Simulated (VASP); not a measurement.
# KCl (Sylvite) (Fm-3m) in VASP: settings compared

Aim: see how the results for KCl (Sylvite) move with the level of theory and the settings. Levels: HSE06, HSE03, LDA. Tasks: band structure, G0W0 quasiparticle levels.

Program: VASP 6.6.1. These are calculated values, not measurements. Logs are shortened: lines on timing, memory, paths and dates and some standing lists are left out, and cuts for length are marked.

**Experimental background.**

From a printed reference work, monograph, for a bulk crystal of KCl: band gap 8.68 eV.

The results are compared with them further down.

## Step 1: The structure

It takes space group Fm-3m (No. 225, cubic). Conventional cell: a = 6.293 Å, b = 6.293 Å, c = 6.293 Å, α = 90.00°, β = 90.00°, γ = 90.00°. K (site symmetry m-3m) is surrounded by 6 Cl at 3.15 Å. Cl (site symmetry m-3m) is surrounded by 6 K at 3.15 Å.

## Step 2: Band structure, HSE06

POSCAR

```
KCl
1.0
    0.0000000000      3.1464700000      3.1464700000
    3.1464700000      0.0000000000      3.1464700000
    3.1464700000      3.1464700000      0.0000000000
K Cl
1 1
Direct
    0.0000000000      0.0000000000      0.0000000000
    0.5000000000      0.5000000000      0.5000000000
```

INCAR.step1

```
  ALGO = Normal
  EDIFF = 1E-5
  ENCUT = 520
  GGA = PE
  ISIF = 2
  ISMEAR = 0
  KPAR = 4
  LASPH = T
  LCHARG = F
  LREAL = F
  LWAVE = T
  NELM = 80
  PREC = Accurate
  SIGMA = 0.02
```

INCAR.step2

```
  ALGO = Normal
  EDIFF = 1E-6
  ENCUT = 520
  GGA = PE
  HFSCREEN = 0.2
  ISIF = 2
  ISMEAR = 0
  ISTART = 1
  KPAR = 4
  LASPH = T
  LCHARG = F
  LHFCALC = T
  LREAL = F
  LWAVE = F
  NELM = 80
  PREC = Accurate
  PRECFOCK = Fast
  SIGMA = 0.02
```

KPOINTS

```
k-points
0
Gamma
  6 6 6
```

KPOINTS_OPT

```
path GXWKGLUWLK,UX
12
line-mode
reciprocal
 0.0000000000  0.0000000000  0.0000000000  G
 0.5000000000  0.0000000000  0.5000000000  X

 0.5000000000  0.0000000000  0.5000000000  X
 0.5000000000  0.2500000000  0.7500000000  W

 0.5000000000  0.2500000000  0.7500000000  W
 0.3750000000  0.3750000000  0.7500000000  K

 0.3750000000  0.3750000000  0.7500000000  K
 0.0000000000  0.0000000000  0.0000000000  G

 0.0000000000  0.0000000000  0.0000000000  G
 0.5000000000  0.5000000000  0.5000000000  L

 0.5000000000  0.5000000000  0.5000000000  L
 0.6250000000  0.2500000000  0.6250000000  U

 0.6250000000  0.2500000000  0.6250000000  U
 0.5000000000  0.2500000000  0.7500000000  W

 0.5000000000  0.2500000000  0.7500000000  W
 0.5000000000  0.5000000000  0.5000000000  L

 0.5000000000  0.5000000000  0.5000000000  L
 0.3750000000  0.3750000000  0.7500000000  K

 0.6250000000  0.2500000000  0.6250000000  U
 0.5000000000  0.0000000000  0.5000000000  X
```

Potentials or basis: VASP PAW PBE potentials, release 64 (K_sv, Cl).

Run with:

```
cat potpaw_PBE.64/K_sv/POTCAR potpaw_PBE.64/Cl/POTCAR > POTCAR
cp INCAR.step1 INCAR
mpirun -np 4 vasp_std > vasp.out
cp INCAR.step2 INCAR
mpirun -np 4 vasp_std > vasp.out
```

OUTCAR:

```text
EDIFF = 1E-6
   ENCUT = 520
   GGA = PE
   HFSCREEN = 0.2
   ISIF = 2
   ISMEAR = 0
   ISTART = 1
   LASPH = T
   LHFCALC = T
   LREAL = F
   NELM = 80
   PREC = Accurate
   PRECFOCK = Fast

 ion  position               nearest neighbor table
   1  0.000  0.000  0.000-   2 3.15   2 3.15   2 3.15   2 3.15   2 3.15   2 3.15
   2  0.500  0.500  0.500-   1 3.15   1 3.15   1 3.15   1 3.15   1 3.15   1 3.15

  LATTYP: Found a face centered cubic cell.
 ALAT       =     6.2929400000

  Lattice vectors:

 A1 = (   0.0000000000,   3.1464700000,   3.1464700000)
 A2 = (   3.1464700000,   0.0000000000,   3.1464700000)
 A3 = (   3.1464700000,   3.1464700000,   0.0000000000)

Analysis of symmetry for initial positions (statically):
=====================================================================
 Subroutine PRICEL returns:
 Original cell was already a primitive cell.

 Routine SETGRP: Setting up the symmetry group for a
 face centered cubic supercell.

 Subroutine GETGRP returns: Found 48 space group operations
 (whereof 48 operations were pure point group operations)
 out of a pool of 48 trial point group operations.

The static configuration has the point symmetry O_h .

Analysis of symmetry for dynamics (positions and initial velocities):
=====================================================================
 Subroutine PRICEL returns:
 Original cell was already a primitive cell.

 Routine SETGRP: Setting up the symmetry group for a
 face centered cubic supercell.

 Subroutine GETGRP returns: Found 48 space group operations
 (whereof 48 operations were pure point group operations)
 out of a pool of 48 trial point group operations.

The dynamic configuration has the point symmetry O_h .

 Subroutine INISYM returns: Found 48 space group operations
 (whereof 48 operations are pure point group operations),
 and found     1 'primitive' translations

----------------------------------------------------------------------------------------

                                     Primitive cell

  volume of cell :      62.3018

  direct lattice vectors                    reciprocal lattice vectors
     0.000000000  3.146470000  3.146470000    -0.158908237  0.158908237  0.158908237
     3.146470000  0.000000000  3.146470000     0.158908237 -0.158908237  0.158908237
     3.146470000  3.146470000  0.000000000     0.158908237  0.158908237 -0.158908237

  length of vectors
     4.449780548  4.449780548  4.449780548     0.275237140  0.275237140  0.275237140

  position of ions in fractional coordinates (direct lattice)
     0.000000000  0.000000000  0.000000000
     0.500000000  0.500000000  0.500000000

  ion indices of the primitive-cell ions
   primitive index   ion index
                 1           1
                 2           2

----------------------------------------------------------------------------------------

 KPOINTS: k-points

Automatic generation of k-mesh.
 Grid dimensions read from file:
 generate k-points for:    6    6    6

 Generating k-lattice:

  Cartesian coordinates                     Fractional coordinates (reciprocal lattice)
    -0.026484706  0.026484706  0.026484706     0.166666667  0.000000000  0.000000000
     0.026484706 -0.026484706  0.026484706     0.000000000  0.166666667  0.000000000
     0.026484706  0.026484706 -0.026484706     0.000000000  0.000000000  0.166666667

  Length of vectors
     0.045872857  0.045872857  0.045872857

  Shift w.r.t. Gamma in fractional coordinates (k-lattice)
     0.000000000  0.000000000  0.000000000

 Subroutine IBZKPT returns following result:
 ===========================================

 Found     16 irreducible k-points:

 Following reciprocal coordinates:
            Coordinates               Weight
  0.000000  0.000000  0.000000      1.000000
  0.166667  0.000000  0.000000      8.000000
  0.333333  0.000000  0.000000      8.000000
  0.500000  0.000000  0.000000      4.000000
  0.166667  0.166667  0.000000      6.000000
  0.333333  0.166667  0.000000     24.000000
[... 8 lines left out ...]
 -0.333333  0.333333  0.166667     24.000000
 -0.333333  0.500000  0.166667     12.000000
   k-points           NKPTS =     16   k-points in BZ     NKDIM =    216   number of bands    NBANDS=     12
   number of dos      NEDOS =    301   number of ions     NIONS =      2
   total plane-waves  NPLWV =  46656
   dimension x,y,z NGX =    36 NGY =   36 NGZ =   36
   dimension x,y,z NGXF=    72 NGYF=   72 NGZF=   72
   ions per type =               1   1
   NGX,Y,Z   is equivalent  to a cutoff of  13.45, 13.45, 13.45 a.u.
   NGXF,Y,Z  is equivalent  to a cutoff of  26.90, 26.90, 26.90 a.u.
 SYSTEM =  unknown system
   PREC   = accura    normal or accurate (medium, high low for compatibility)
   ISTART =      1    job   : 0-new  1-cont  2-samecut
   ICHARG =      0    charge: 1-file 2-atom 10-const
   ISPIN  =      1    spin polarized calculation?
   LNONCOLLINEAR =      F non collinear calculations
   LSORBIT =      F    spin-orbit coupling
   LASPH  =      T    aspherical Exc in radial PAW
   ENCUT  =  520.0 eV  38.22 Ry    6.18 a.u.   8.27  8.27  8.27*2*pi/ulx,y,z
   NELM   =     80;   NELMIN=  2; NELMDL=  0     # of ELM steps
   EDIFF  = 0.1E-05   stopping-criterion for ELM
   LREAL  =      F    real-space projection
   EDIFFG = 0.1E-04   stopping-criterion for IOM
   NSW    =      0    number of steps for IOM
   IBRION =     -1    ionic relax: 0-MD 1-quasi-New 2-CG
   NFREE  =      0    steps in history (QN), initial steepest desc. (CG)
   ISIF   =      2    stress and relaxation
   ISYM   =      3    0-nonsym 1-usesym 2-fastsym
   POTIM  = 0.5000    time-step for ionic-motion
   TEBEG  =    0.0;   TEEND  =   0.0 temperature during run
   PSTRESS=    0.0 pullay stress
   NELECT =      16.0000    total number of electrons
   NUPDOWN=      -1.0000    fix difference up-down
   EMIN   =  10.00;   EMAX   =-10.00  energy-range for DOS
   EFERMI =   0.00;   METHOD = LEGACY
   ISMEAR =     0;   SIGMA  =   0.02  broadening in eV -4-tet -1-fermi 0-gaus
   EFERMI_NEDOS =   21; number of points for ismear=-14 and -15
   IALGO  =     38    algorithm
   IMIX   =      1    mixing-type and parameters
     AMIX     =   0.40;   BMIX     =  1.00
     AMIX_MAG =   1.60;   BMIX_MAG =  1.00
  volume/ion in A,a.u.               =      31.15       210.22
  Fermi-wavevector in a.u.,A,eV,Ry     =   1.040594  1.966437 14.732871  1.082835
  Thomas-Fermi vector in A             =   2.175177
   LORBIT       =      0    0 simple, 1 ext, 2 COOP (PROOUT), +10 PAW based schemes
   GGA     = PE    functional components
   LHFCALC =     T    Hartree Fock is set to
   PRECFOCK=fast      Normal, Fast or Accurate (Low or Medium for compatibility)
   ENCUT4O =  -1.0   cutoff for four orbital integrals eV
   NKREDX  =     1    reduce k-point grid by
   NKREDY  =     1    reduce k-point grid by
   NKREDZ  =     1    reduce k-point grid by
   AEXX    =    0.2500 exact exchange contribution
   HFSCREEN=    0.2000 screening length (either q_TF or 0.3 A-1)
   HFSCREENC=   0.2000 screening length for correlation (either q_TF or 0.3 A-1)
   ENCUTFOCK=  -1.0 apply spherical cutoff to Coloumb kernel
   IVDW    =     0    specifies the selected vdW correction
   LEPSILON=     F    determine dielectric tensor
   LRPA    =     F    only Hartree local field effects (RPA)
 non-spin polarized calculation
 Gauss-broadening in eV      SIGMA  =   0.02
  energy-cutoff  :      520.00
  volume of cell :       62.30
 maximum number of plane-waves:      1694
 NGX is ok and might be reduce to    36
  NGX = 20; NGY = 20; NGZ = 20

 number of electron      16.0000001 magnetization

 Free energy of the ion-electron system (eV)
  ---------------------------------------------------
  ext. energy  EPLUGINS =         0.00000000
  ---------------------------------------------------
  free energy    TOTEN  =        -7.88131591 eV

  energy without entropy =       -7.88131591  energy(sigma->0) =       -7.88131591

 E-fermi :  -2.7260     XC(G=0):  -6.2963

 val. band max:       -2.8448668707   @ k =   0.0000   0.0000   0.0000
 cond. band min:       3.6740152563   @ k =   0.0000   0.0000   0.0000
 fundamental gap:      6.5188821270
 Fermi energy:        -2.7260013367

 k-point     1 :       0.0000    0.0000    0.0000
  band No.  band energies     occupation
      1     -32.1066      2.00000
      2     -16.1107      2.00000
      3     -14.2144      2.00000
      4     -14.2144      2.00000
      5     -14.2144      2.00000
      6      -2.8449      2.00000
      7      -2.8449      2.00000
      8      -2.8449      2.00000
      9       3.6740      0.00000
     10       7.0958      0.00000
     11       7.0958      0.00000
     12       7.0958      0.00000

 k-point     2 :       0.1667    0.0000    0.0000
  band No.  band energies     occupation
      1     -32.1039      2.00000
      2     -16.1524      2.00000
      3     -14.2161      2.00000
      4     -14.2161      2.00000
      5     -14.1554      2.00000
      6      -3.1636      2.00000
      7      -2.9327      2.00000
      8      -2.9327      2.00000
      9       4.3204      0.00000
     10       6.8704      0.00000
     11       7.4624      0.00000
     12       7.4624      0.00000

 k-point     3 :       0.3333    0.0000    0.0000
  band No.  band energies     occupation
      1     -32.0984      2.00000
      2     -16.2294      2.00000
      3     -14.2195      2.00000
      4     -14.2195      2.00000
      5     -14.0430      2.00000
      6      -3.7059      2.00000
      7      -3.1004      2.00000
      8      -3.1004      2.00000
      9       5.5646      0.00000
     10       6.9087      0.00000
     11       8.4640      0.00000
     12       8.4640      0.00000
[... 166 lines left out ...]
 k-point    15 :      -0.3333    0.3333    0.1667
  band No.  band energies     occupation
      1     -32.0931      2.00000
      2     -16.1340      2.00000
      3     -14.2928      2.00000
      4     -14.2745      2.00000
      5     -14.1101      2.00000
      6      -3.5914      2.00000
      7      -3.3074      2.00000
      8      -3.2169      2.00000
      9       6.5284      0.00000
     10       6.8117      0.00000
     11       8.4585      0.00000
     12       8.8985      0.00000

 k-point    16 :      -0.3333    0.5000    0.1667
  band No.  band energies     occupation
      1     -32.0923      2.00000
      2     -16.0644      2.00000
      3     -14.3385      2.00000
      4     -14.2941      2.00000
      5     -14.1661      2.00000
      6      -3.4528      2.00000
      7      -3.2883      2.00000
      8      -3.2257      2.00000
      9       5.8270      0.00000
     10       7.5575      0.00000
     11       7.7673      0.00000
     12       9.0701      0.00000

------------------------ aborting loop because EDIFF is reached ----------------------------------------

  FORCE on cell =-STRESS in cart. coord.  units (eV):
  Direction    XX          YY          ZZ          XY          YZ          ZX
  --------------------------------------------------------------------------------------
  -------------------------------------------------------------------------------------
  Total        0.1878536      0.1878536      0.1878536      0.0000000      0.0000000     -0.0000000
  in kB        4.8309143      4.8309143      4.8309143      0.0000000      0.0000000     -0.0000000
  external PRESSURE =       4.8309143 kB  Pullay stress =       0.0000000 kB

 VOLUME and BASIS-vectors are now :
 -----------------------------------------------------------------------------
  energy-cutoff  :      520.00
  volume of cell :       62.30
      direct lattice vectors                 reciprocal lattice vectors
     0.000000000  3.146470000  3.146470000    -0.158908237  0.158908237  0.158908237
     3.146470000  0.000000000  3.146470000     0.158908237 -0.158908237  0.158908237
     3.146470000  3.146470000  0.000000000     0.158908237  0.158908237 -0.158908237

 POSITION                                       TOTAL-FORCE (eV/Angst)
 -----------------------------------------------------------------------------------
      0.00000      0.00000      0.00000         0.000000     -0.000000      0.000000
      3.14647      3.14647      3.14647         0.000000      0.000000     -0.000000
 -----------------------------------------------------------------------------------
    total drift:                               -0.000000     -0.000000     -0.000000

  FREE ENERGIE OF THE ION-ELECTRON SYSTEM (eV)
  ---------------------------------------------------
  free  energy   TOTEN  =        -7.8813159059 eV

  energy  without entropy=       -7.8813159059  energy(sigma->0) =       -7.88131591
```

Run time: 14 min. Hardware: 4 MPI ranks of Intel Xeon 6975P-C (Granite Rapids), shared host; peak memory 0.4 GiB.

What came out:

| Item | Value |
| --- | --- |
| Free energy | -7.8813 eV |
| Pressure | 0.5 GPa |
| Band gap on the k mesh | 6.52 eV, direct |
| Band gap along the path | 6.52 eV, direct |

Levels at the corners of the path, in eV from the valence-band top:
| point | band 4 | band 5 | band 6 | band 7 | band 8 | band 9 | band 10 | band 11 | band 12 |
| --- | --- | --- | --- | --- | --- | --- | --- | --- | --- |
| Γ | -11.37 | -11.37 | 0.00 | 0.00 | 0.00 | 6.52 | 9.94 | 9.94 | 9.94 |
| X | -11.43 | -11.43 | -0.70 | -0.24 | -0.24 | 7.92 | 9.84 | 11.52 | 12.12 |
| X | -11.43 | -11.43 | -0.70 | -0.24 | -0.24 | 7.92 | 9.84 | 11.52 | 12.06 |
| W | -11.47 | -11.29 | -0.51 | -0.50 | -0.50 | 9.49 | 9.49 | 11.01 | 11.60 |
| W | -11.47 | -11.29 | -0.51 | -0.50 | -0.50 | 9.49 | 9.49 | 11.01 | 11.60 |
| K | -11.41 | -11.32 | -0.60 | -0.58 | -0.31 | 8.69 | 10.55 | 10.84 | 11.83 |
| K | -11.41 | -11.32 | -0.60 | -0.58 | -0.31 | 8.69 | 10.55 | 10.84 | 11.84 |
| Γ | -11.37 | -11.37 | 0.00 | 0.00 | 0.00 | 6.52 | 9.94 | 9.94 | 9.94 |
| Γ | -11.37 | -11.37 | 0.00 | 0.00 | 0.00 | 6.52 | 9.94 | 9.94 | 9.94 |
| L | -11.38 | -11.14 | -1.10 | -0.34 | -0.34 | 8.92 | 10.12 | 12.34 | 12.35 |
| L | -11.38 | -11.14 | -1.10 | -0.34 | -0.34 | 8.92 | 10.12 | 12.34 | 12.35 |
| U | -11.41 | -11.32 | -0.60 | -0.58 | -0.31 | 8.69 | 10.55 | 10.84 | 11.83 |
| U | -11.41 | -11.32 | -0.60 | -0.58 | -0.31 | 8.69 | 10.55 | 10.84 | 11.84 |
| W | -11.47 | -11.29 | -0.51 | -0.50 | -0.50 | 9.49 | 9.49 | 11.01 | 11.60 |
| W | -11.47 | -11.29 | -0.51 | -0.50 | -0.50 | 9.49 | 9.49 | 11.01 | 11.60 |
| L | -11.38 | -11.14 | -1.10 | -0.34 | -0.34 | 8.92 | 10.12 | 12.34 | 12.35 |
| L | -11.38 | -11.14 | -1.10 | -0.34 | -0.34 | 8.92 | 10.12 | 12.34 | 12.34 |
| K | -11.41 | -11.32 | -0.60 | -0.58 | -0.31 | 8.69 | 10.55 | 10.84 | 11.83 |
| U | -11.41 | -11.32 | -0.60 | -0.58 | -0.31 | 8.69 | 10.55 | 10.84 | 11.85 |
| X | -11.43 | -11.43 | -0.70 | -0.24 | -0.24 | 7.92 | 9.84 | 11.52 | 12.06 |

Caveat: the PAW data sets were made with another functional, which shifts forces and pressure a little.

## Step 3: Band structure, HSE03

POSCAR is that of step 2.

INCAR.step1 is that of step 2.

Changes to INCAR.step2 since step 2:

```diff
@@ -4,3 +4,3 @@
   GGA = PE
-  HFSCREEN = 0.2
+  HFSCREEN = 0.3
   ISIF = 2
```

KPOINTS is that of step 2.

KPOINTS_OPT is that of step 2.

Potentials or basis: VASP PAW PBE potentials, release 64 (K_sv, Cl).

Run with:

```
cat potpaw_PBE.64/K_sv/POTCAR potpaw_PBE.64/Cl/POTCAR > POTCAR
cp INCAR.step1 INCAR
mpirun -np 4 vasp_std > vasp.out
cp INCAR.step2 INCAR
mpirun -np 4 vasp_std > vasp.out
```

It took 14 min on 4 MPI ranks of Intel Xeon 6975P-C (Granite Rapids), shared host; peak memory 0.41 GiB.

Results (log left out):

```
Free energy             : -7.6929 eV
Pressure                : 0.5 GPa
Band gap on the k mesh  : 6.25 eV, direct
Band gap along the path : 6.25 eV, direct
```

Levels at the corners of the path, in eV from the valence-band top:
```tsv
point	band 5	band 6	band 7	band 8	band 9	band 10	band 11	band 12
Γ	-11.34	0.00	0.00	0.00	6.25	9.64	9.64	9.64
X	-11.40	-0.69	-0.24	-0.24	7.64	9.55	11.23	11.80
X	-11.40	-0.69	-0.24	-0.24	7.64	9.55	11.23	11.74
W	-11.26	-0.50	-0.49	-0.49	9.20	9.20	10.71	11.28
W	-11.26	-0.50	-0.49	-0.49	9.20	9.20	10.71	11.28
K	-11.29	-0.58	-0.56	-0.30	8.41	10.26	10.54	11.52
K	-11.29	-0.58	-0.56	-0.30	8.41	10.26	10.54	11.53
Γ	-11.34	0.00	0.00	0.00	6.25	9.64	9.64	9.64
Γ	-11.34	0.00	0.00	0.00	6.25	9.64	9.64	9.64
L	-11.12	-1.08	-0.33	-0.33	8.65	9.83	12.02	12.03
L	-11.12	-1.08	-0.33	-0.33	8.65	9.83	12.02	12.03
U	-11.29	-0.58	-0.56	-0.30	8.41	10.26	10.54	11.52
U	-11.29	-0.58	-0.56	-0.30	8.41	10.26	10.54	11.53
W	-11.26	-0.50	-0.49	-0.49	9.20	9.20	10.71	11.28
W	-11.26	-0.50	-0.49	-0.49	9.20	9.20	10.71	11.28
L	-11.12	-1.08	-0.33	-0.33	8.65	9.83	12.02	12.03
L	-11.12	-1.08	-0.33	-0.33	8.65	9.83	12.02	12.02
K	-11.29	-0.58	-0.56	-0.30	8.41	10.26	10.54	11.52
U	-11.29	-0.58	-0.56	-0.30	8.41	10.26	10.54	11.53
X	-11.40	-0.69	-0.24	-0.24	7.64	9.55	11.23	11.74
```

Caveat: the PAW data sets were made with another functional, which shifts forces and pressure a little.

[end of part 1 of 2]
